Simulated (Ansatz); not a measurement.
# Pt: the change of pressure and energy above lowest point with volume per atom

Results calculated with Ansatz 0.2.0 development build, not measured. Equation of state of a cubic crystal from periodic Kohn-Sham density functional theory without spin; pressure corrected for the finite basis.

Cell of the first row (space group Pm-3m, No. 221):
```
Pt
1.0
      2.5721     0.0000     0.0000
      0.0000     2.5721     0.0000
      0.0000     0.0000     2.5721
Pt
1
Direct
  0.00000 0.00000 0.00000
```

Settings of every row: formula Pt; structure type simple cubic; functional PBE; spin treatment none; k mesh 21x21x21; occupation method fermi-dirac; occupation width 0.061225619 eV; wave cutoff 420 eV; datasets soft-1 PAW; density cutoff ratio 4.

Limits: a cubic model structure, not a phase known at ambient conditions; modest k-mesh, values are not fully converged in k; no spin-orbit coupling, which can matter with elements this heavy.

| row | volume per atom (Å³) | pressure (GPa) | energy above lowest point (meV/atom) |
| --- | --- | --- | --- |
| 1 | 17.016 | 13.188 | 40.69 |
| 2 | 17.378 | 8.092 | 16.77 |
| 3 | 17.741 | 3.618 | 3.65 |
| 4 | 18.102 | -0.304 | 0 |
| 5 | 18.465 | ? | ? |
| 6 | 18.827 | -6.77 | 16.61 |
| 7 | 19.189 | -9.415 | 34.97 |

Question: what pressure and energy above lowest point should row 5 give?

Worked fit of pressure. Take u = (V_r/V)^(2/3) − 1 with V_r = 17.922 Å³ an atom, which is twice the finite (Eulerian) strain; such expansions in the strain, on which the Birch-Murnaghan equation of state is built, carry the rest volume and the bulk modulus. The shown rows have u = 0.03519, 0.02076, 0.00679, -0.00664, -0.03231, -0.04452. Least squares give pressure = 1.5871 + 291.174 × u + 1047.48 × u² + 1301 × u³ GPa; a parabola predicts inner rows, each left out in turn, worse (root mean square 0.024 against 0.0068 GPa). The rows lie off it by 0.001, -0.003, 0.005, -0.004, 0.001, 0.000 (root mean square 0.0029 GPa). The pressure vanishes at u = -0.0056, or V = 18.07 Å³ an atom, and there the bulk modulus at fixed shape and fractions is B = −V dP/dV = (2/3)(1 + u) dP/du = 185 GPa. The withheld row has u = -0.0197, so the fit gives 1.5871 + 291.174 × (-0.0197) + 1047.48 × (-0.0197)² + 1301 × (-0.0197)³ = -3.752 GPa.

The calculation gave -3.747 GPa. The fit lies 0.005 GPa (0.022 % of the column's range) below it; its largest miss of a shown row is 0.005 GPa.

Worked fit of energy above lowest point. Take u = (V_r/V)^(2/3) − 1 with V_r = 17.922 Å³ an atom, which is twice the finite (Eulerian) strain; such expansions in the strain, on which the Birch-Murnaghan equation of state is built, carry the rest volume and the bulk modulus. The shown rows have u = 0.03519, 0.02076, 0.00679, -0.00664, -0.03231, -0.04452. Least squares give energy above lowest point = 0.713 + 266.78 × u + 24069.6 × u² + 17862 × u³ meV/atom; a parabola predicts inner rows, each left out in turn, worse (root mean square 0.34 against 0.021 meV/atom). The rows lie off it by 0.00, -0.01, 0.01, 0.00, -0.01, 0.00. Its lowest point lies at u = -0.0056, or V = 18.07 Å³ an atom, and the curvature there gives the bulk modulus at fixed shape and fractions, B = (4/9)(1 + u)² E″(u)/V = 185 GPa. The withheld row has u = -0.0197, so the fit gives 0.713 + 266.78 × (-0.0197) + 24069.6 × (-0.0197)² + 17862 × (-0.0197)³ = 4.66 meV/atom.

The calculation gave 4.66 meV/atom. The fit meets it to the printed digit.
